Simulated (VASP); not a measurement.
# SnTe (Fm-3m) in VASP: notebook

The runs below take SnTe through single point, with PBE.

Everything below comes from runs of VASP 6.6.1. Logs are shortened: lines on timing, memory, paths and dates and some standing lists are left out, and cuts for length are marked.

**Measured values to compare with.**

A printed reference work, textbook reports, for a bulk crystal of SnTe at 300 K: band gap 0.18 eV (direct).

The runs below are set against these values where they give the same quantity.

## Step 1: The crystal as given

The structure is cubic, space group Fm-3m (No. 225). Conventional cell: a = 6.302 Å, b = 6.302 Å, c = 6.302 Å, α = 90.00°, β = 90.00°, γ = 90.00°. Sn (site symmetry m-3m) has 6 Te at 3.15 Å as nearest neighbours. Te (site symmetry m-3m) has 6 Sn at 3.15 Å as nearest neighbours.

## Step 2: Single point, PBE

INCAR

```
SYSTEM = SnTe
  ALGO = Normal
  EDIFF = 1E-7
  ENCUT = 520
  GGA = PE
  ISIF = 2
  ISMEAR = 0
  LASPH = .True.
  LCHARG = .False.
  LREAL = .False.
  LWAVE = .False.
  NBANDS = 17
  NELM = 100
  PREC = Accurate
  SIGMA = 0.02
```

KPOINTS

```
k-points
0
Gamma
  4 4 4
  0 0 0
```

POSCAR

```
SnTe
1.0
    0.0000000000      3.1508500000      3.1508500000
    3.1508500000      0.0000000000      3.1508500000
    3.1508500000      3.1508500000      0.0000000000
Sn Te
1 1
Direct
    0.0000000000      0.0000000000      0.0000000000
    0.5000000000      0.5000000000      0.5000000000
```

Potentials or basis: VASP PAW PBE potentials, release 64 (Sn_d, Te).

The run is started by

```bash
cat potpaw_PBE.64/Sn_d/POTCAR potpaw_PBE.64/Te/POTCAR > POTCAR
mpirun -np 1 vasp_std > vasp.out
```

OUTCAR:

```text
SYSTEM = SnTe
   EDIFF = 1E-7
   ENCUT = 520
   GGA = PE
   ISIF = 2
   ISMEAR = 0
   LASPH = .True.
   LREAL = .False.
   NELM = 100
   PREC = Accurate

 ion  position               nearest neighbor table
   1  0.000  0.000  0.000-   2 3.15   2 3.15   2 3.15   2 3.15   2 3.15   2 3.15
   2  0.500  0.500  0.500-   1 3.15   1 3.15   1 3.15   1 3.15   1 3.15   1 3.15

  LATTYP: Found a face centered cubic cell.
 ALAT       =     6.3017000000

  Lattice vectors:

 A1 = (   0.0000000000,   3.1508500000,   3.1508500000)
 A2 = (   3.1508500000,   0.0000000000,   3.1508500000)
 A3 = (   3.1508500000,   3.1508500000,   0.0000000000)

Analysis of symmetry for initial positions (statically):
=====================================================================
 Subroutine PRICEL returns:
 Original cell was already a primitive cell.

 Routine SETGRP: Setting up the symmetry group for a
 face centered cubic supercell.

 Subroutine GETGRP returns: Found 48 space group operations
 (whereof 48 operations were pure point group operations)
 out of a pool of 48 trial point group operations.

The static configuration has the point symmetry O_h .

Analysis of symmetry for dynamics (positions and initial velocities):
=====================================================================
 Subroutine PRICEL returns:
 Original cell was already a primitive cell.

 Routine SETGRP: Setting up the symmetry group for a
 face centered cubic supercell.

 Subroutine GETGRP returns: Found 48 space group operations
 (whereof 48 operations were pure point group operations)
 out of a pool of 48 trial point group operations.

The dynamic configuration has the point symmetry O_h .

 Subroutine INISYM returns: Found 48 space group operations
 (whereof 48 operations are pure point group operations),
 and found     1 'primitive' translations

----------------------------------------------------------------------------------------

                                     Primitive cell

  volume of cell :      62.5624

  direct lattice vectors                    reciprocal lattice vectors
     0.000000000  3.150850000  3.150850000    -0.158687338  0.158687338  0.158687338
     3.150850000  0.000000000  3.150850000     0.158687338 -0.158687338  0.158687338
     3.150850000  3.150850000  0.000000000     0.158687338  0.158687338 -0.158687338

  length of vectors
     4.455974803  4.455974803  4.455974803     0.274854533  0.274854533  0.274854533

  position of ions in fractional coordinates (direct lattice)
     0.000000000  0.000000000  0.000000000
     0.500000000  0.500000000  0.500000000

  ion indices of the primitive-cell ions
   primitive index   ion index
                 1           1
                 2           2

----------------------------------------------------------------------------------------

 KPOINTS: k-points

Automatic generation of k-mesh.
 Grid dimensions read from file:
 generate k-points for:    4    4    4

 Generating k-lattice:

  Cartesian coordinates                     Fractional coordinates (reciprocal lattice)
    -0.039671835  0.039671835  0.039671835     0.250000000  0.000000000  0.000000000
     0.039671835 -0.039671835  0.039671835     0.000000000  0.250000000  0.000000000
     0.039671835  0.039671835 -0.039671835     0.000000000  0.000000000  0.250000000

  Length of vectors
     0.068713633  0.068713633  0.068713633

  Shift w.r.t. Gamma in fractional coordinates (k-lattice)
     0.000000000  0.000000000  0.000000000

 Subroutine IBZKPT returns following result:
 ===========================================

 Found      8 irreducible k-points:

 Following reciprocal coordinates:
            Coordinates               Weight
  0.000000  0.000000  0.000000      1.000000
  0.250000  0.000000  0.000000      8.000000
  0.500000  0.000000  0.000000      4.000000
  0.250000  0.250000  0.000000      6.000000
  0.500000  0.250000  0.000000     24.000000
 -0.250000  0.250000  0.000000     12.000000
  0.500000  0.500000  0.000000      3.000000
 -0.250000  0.500000  0.250000      6.000000
   k-points           NKPTS =      8   k-points in BZ     NKDIM =      8   number of bands    NBANDS=     17
   number of dos      NEDOS =    301   number of ions     NIONS =      2
   total plane-waves  NPLWV =  46656
   dimension x,y,z NGX =    36 NGY =   36 NGZ =   36
   dimension x,y,z NGXF=    72 NGYF=   72 NGZF=   72
   ions per type =               1   1
   NGX,Y,Z   is equivalent  to a cutoff of  13.43, 13.43, 13.43 a.u.
   NGXF,Y,Z  is equivalent  to a cutoff of  26.86, 26.86, 26.86 a.u.
 SYSTEM =  SnTe
   PREC   = accura    normal or accurate (medium, high low for compatibility)
   ISTART =      0    job   : 0-new  1-cont  2-samecut
   ICHARG =      2    charge: 1-file 2-atom 10-const
   ISPIN  =      1    spin polarized calculation?
   LNONCOLLINEAR =      F non collinear calculations
   LSORBIT =      F    spin-orbit coupling
   LASPH  =      T    aspherical Exc in radial PAW
   ENCUT  =  520.0 eV  38.22 Ry    6.18 a.u.   8.29  8.29  8.29*2*pi/ulx,y,z
   NELM   =    100;   NELMIN=  2; NELMDL= -5     # of ELM steps
   EDIFF  = 0.1E-06   stopping-criterion for ELM
   LREAL  =      F    real-space projection
   EDIFFG = 0.1E-05   stopping-criterion for IOM
   NSW    =      0    number of steps for IOM
   IBRION =     -1    ionic relax: 0-MD 1-quasi-New 2-CG
   NFREE  =      0    steps in history (QN), initial steepest desc. (CG)
   ISIF   =      2    stress and relaxation
   ISYM   =      2    0-nonsym 1-usesym 2-fastsym
   POTIM  = 0.5000    time-step for ionic-motion
   TEBEG  =    0.0;   TEEND  =   0.0 temperature during run
   PSTRESS=    0.0 pullay stress
   NELECT =      20.0000    total number of electrons
   NUPDOWN=      -1.0000    fix difference up-down
   EMIN   =  10.00;   EMAX   =-10.00  energy-range for DOS
   EFERMI =   0.00;   METHOD = LEGACY
   ISMEAR =     0;   SIGMA  =   0.02  broadening in eV -4-tet -1-fermi 0-gaus
   EFERMI_NEDOS =   21; number of points for ismear=-14 and -15
   IALGO  =     38    algorithm
   IMIX   =      4    mixing-type and parameters
     AMIX     =   0.40;   BMIX     =  1.00
     AMIX_MAG =   1.60;   BMIX_MAG =  1.00
  volume/ion in A,a.u.               =      31.28       211.10
  Fermi-wavevector in a.u.,A,eV,Ry     =   1.119387  2.115336 17.048485  1.253028
  Thomas-Fermi vector in A             =   2.256026
   LORBIT       =      0    0 simple, 1 ext, 2 COOP (PROOUT), +10 PAW based schemes
   GGA     = PE    functional components
   LHFCALC =     F    Hartree Fock is set to
   AEXX    =    0.0000 exact exchange contribution
   IVDW    =     0    specifies the selected vdW correction
   LEPSILON=     F    determine dielectric tensor
   LRPA    =     F    only Hartree local field effects (RPA)
 non-spin polarized calculation
 Gauss-broadening in eV      SIGMA  =   0.02
  energy-cutoff  :      520.00
  volume of cell :       62.56
 maximum number of plane-waves:      1708
 NGX is ok and might be reduce to    36
   NGX = 17   NGY = 17   NGZ = 17

 number of electron      19.9999998 magnetization

 Free energy of the ion-electron system (eV)
  ---------------------------------------------------
  ext. energy  EPLUGINS =         0.00000000
  ---------------------------------------------------
  free energy    TOTEN  =        -7.54235300 eV

  energy without entropy =       -7.54234795  energy(sigma->0) =       -7.54235047

 E-fermi :   6.9895     XC(G=0):  -9.5177

 val. band max:        6.9420275488   @ k =   0.5000   0.0000   0.0000
 cond. band min:       7.0369623249   @ k =   0.5000   0.0000   0.0000
 fundamental gap:      0.0949347761
 Fermi energy:         6.9894949398

 k-point     1 :       0.0000    0.0000    0.0000
  band No.  band energies     occupation
      1     -15.0036      2.00000
      2     -15.0036      2.00000
      3     -14.9960      2.00000
      4     -14.9960      2.00000
      5     -14.9960      2.00000
      6      -5.8803      2.00000
      7       2.2463      2.00000
      8       4.7842      2.00000
      9       4.7842      2.00000
     10       4.7842      2.00000
     11      10.2855      0.00000
     12      10.2855      0.00000
     13      10.2855      0.00000
     14      11.6906      0.00000
     15      11.6906      0.00000
     16      11.6906      0.00000
     17      13.7494      0.00000

 k-point     2 :       0.2500    0.0000    0.0000
  band No.  band energies     occupation
      1     -15.0060      2.00000
      2     -15.0059      2.00000
      3     -14.9952      2.00000
      4     -14.9928      2.00000
      5     -14.9928      2.00000
      6      -5.3798      2.00000
      7       0.2581      2.00000
      8       4.8904      2.00000
      9       4.8904      2.00000
     10       5.9793      2.00000
     11       8.5068      0.00000
     12       8.5068      0.00000
     13       8.5726      0.00000
     14      12.0569      0.00000
     15      12.9001      0.00000
     16      12.9001      0.00000
     17      16.7367      0.00000

 k-point     3 :       0.5000    0.0000    0.0000
  band No.  band energies     occupation
      1     -15.0087      2.00000
      2     -15.0087      2.00000
      3     -14.9945      2.00000
      4     -14.9892      2.00000
      5     -14.9892      2.00000
      6      -4.6042      2.00000
      7      -1.4024      2.00000
      8       5.1195      2.00000
      9       5.1195      2.00000
     10       6.9420      1.99921
     11       7.0370      0.00079
     12       7.3050      0.00000
     13       7.3050      0.00000
     14      14.7008      0.00000
     15      15.6985      0.00000
     16      15.7819      0.00000
     17      15.7819      0.00000

 k-point     4 :       0.2500    0.2500    0.0000
  band No.  band energies     occupation
      1     -15.0116      2.00000
      2     -15.0013      2.00000
      3     -14.9980      2.00000
      4     -14.9908      2.00000
      5     -14.9908      2.00000
      6      -5.2225      2.00000
      7       0.5773      2.00000
      8       3.8735      2.00000
      9       3.8735      2.00000
     10       4.8965      2.00000
     11       8.9653      0.00000
     12       9.9309      0.00000
     13      10.8069      0.00000
     14      10.8069      0.00000
     15      14.4986      0.00000
     16      14.5316      0.00000
     17      14.5316      0.00000

 k-point     5 :       0.5000    0.2500    0.0000
  band No.  band energies     occupation
      1     -15.0144      2.00000
      2     -15.0035      2.00000
      3     -14.9958      2.00000
      4     -14.9890      2.00000
      5     -14.9876      2.00000
      6      -4.4763      2.00000
      7      -0.6862      2.00000
      8       2.8011      2.00000
      9       3.8610      2.00000
     10       4.4686      2.00000
     11       9.5731      0.00000
     12       9.5758      0.00000
     13      11.0202      0.00000
     14      11.1765      0.00000
     15      15.4814      0.00000
     16      16.0972      0.00000
     17      16.9953      0.00000

 k-point     6 :      -0.2500    0.2500    0.0000
  band No.  band energies     occupation
      1     -15.0090      2.00000
      2     -15.0073      2.00000
      3     -14.9930      2.00000
      4     -14.9909      2.00000
      5     -14.9905      2.00000
      6      -4.7198      2.00000
      7      -0.6416      2.00000
      8       2.8347      2.00000
      9       4.9219      2.00000
     10       5.9262      2.00000
     11       7.8591      0.00000
     12       8.1054      0.00000
     13      11.0640      0.00000
     14      12.8900      0.00000
     15      13.3189      0.00000
     16      14.8395      0.00000
     17      15.8452      0.00000

 k-point     7 :       0.5000    0.5000    0.0000
  band No.  band energies     occupation
      1     -15.0210      2.00000
      2     -14.9999      2.00000
      3     -14.9989      2.00000
      4     -14.9853      2.00000
      5     -14.9853      2.00000
      6      -4.3035      2.00000
      7       0.4630      2.00000
      8       1.3547      2.00000
      9       3.1876      2.00000
     10       3.1876      2.00000
     11       9.1074      0.00000
     12      11.8574      0.00000
     13      11.8574      0.00000
     14      13.3126      0.00000
     15      15.9310      0.00000
     16      17.5040      0.00000
     17      18.0476      0.00000

 k-point     8 :      -0.2500    0.5000    0.2500
  band No.  band energies     occupation
      1     -15.0155      2.00000
      2     -15.0038      2.00000
      3     -14.9927      2.00000
      4     -14.9927      2.00000
      5     -14.9853      2.00000
      6      -4.2151      2.00000
      7      -0.4374      2.00000
      8       2.1032      2.00000
      9       2.1032      2.00000
     10       6.1054      2.00000
     11       7.7835      0.00000
     12      11.5449      0.00000
     13      11.5449      0.00000
     14      13.0016      0.00000
     15      13.0016      0.00000
     16      17.3074      0.00000
     17      17.8434      0.00000

------------------------ aborting loop because EDIFF is reached ----------------------------------------

  FORCE on cell =-STRESS in cart. coord.  units (eV):
  Direction    XX          YY          ZZ          XY          YZ          ZX
  --------------------------------------------------------------------------------------
  -------------------------------------------------------------------------------------
  Total        0.5909381      0.5909381      0.5909381      0.0000000      0.0000000     -0.0000000
  in kB       15.1334995     15.1334995     15.1334995      0.0000000      0.0000000     -0.0000000
  external PRESSURE =      15.1334995 kB  Pullay stress =       0.0000000 kB

 VOLUME and BASIS-vectors are now :
 -----------------------------------------------------------------------------
  energy-cutoff  :      520.00
  volume of cell :       62.56
      direct lattice vectors                 reciprocal lattice vectors
     0.000000000  3.150850000  3.150850000    -0.158687338  0.158687338  0.158687338
     3.150850000  0.000000000  3.150850000     0.158687338 -0.158687338  0.158687338
     3.150850000  3.150850000  0.000000000     0.158687338  0.158687338 -0.158687338

 POSITION                                       TOTAL-FORCE (eV/Angst)
 -----------------------------------------------------------------------------------
      0.00000      0.00000      0.00000         0.000000      0.000000      0.000000
      3.15085      3.15085      3.15085        -0.000000     -0.000000      0.000000
 -----------------------------------------------------------------------------------
    total drift:                               -0.000000      0.000000      0.000000

  FREE ENERGIE OF THE ION-ELECTRON SYSTEM (eV)
  ---------------------------------------------------
  free  energy   TOTEN  =        -7.5423529976 eV

  energy  without entropy=       -7.5423479505  energy(sigma->0) =       -7.54235047
```

It took 15 s on 1 thread of Intel Xeon Platinum 8488C (Sapphire Rapids), shared host; peak memory 0.19 GiB.

What came out:

* Free energy: -7.5424 eV
* Pressure: 1.5 GPa
* Band gap on the k mesh: 0.09 eV, direct

Levels at points of the mesh, in eV from the valence-band top:
| k point | band 6 | band 7 | band 8 | band 9 | band 10 | band 11 | band 12 | band 13 | band 14 | band 15 |
| --- | --- | --- | --- | --- | --- | --- | --- | --- | --- | --- |
| (0.00, 0.00, 0.00) | -12.82 | -4.70 | -2.16 | -2.16 | -2.16 | 3.34 | 3.34 | 3.34 | 4.75 | 4.75 |
| (0.50, 0.00, 0.00) | -11.55 | -8.34 | -1.82 | -1.82 | 0.00 | 0.09 | 0.36 | 0.36 | 7.76 | 8.76 |
| (0.50, 0.50, 0.00) | -11.25 | -6.48 | -5.59 | -3.75 | -3.75 | 2.17 | 4.92 | 4.92 | 6.37 | 8.99 |

Caveat: the k mesh is coarse (spacing up to 0.43 Å⁻¹), so the values aren't converged; spin-orbit coupling is left out, which moves the levels of the heavy elements.

(Part 1 of 3 ends here.)
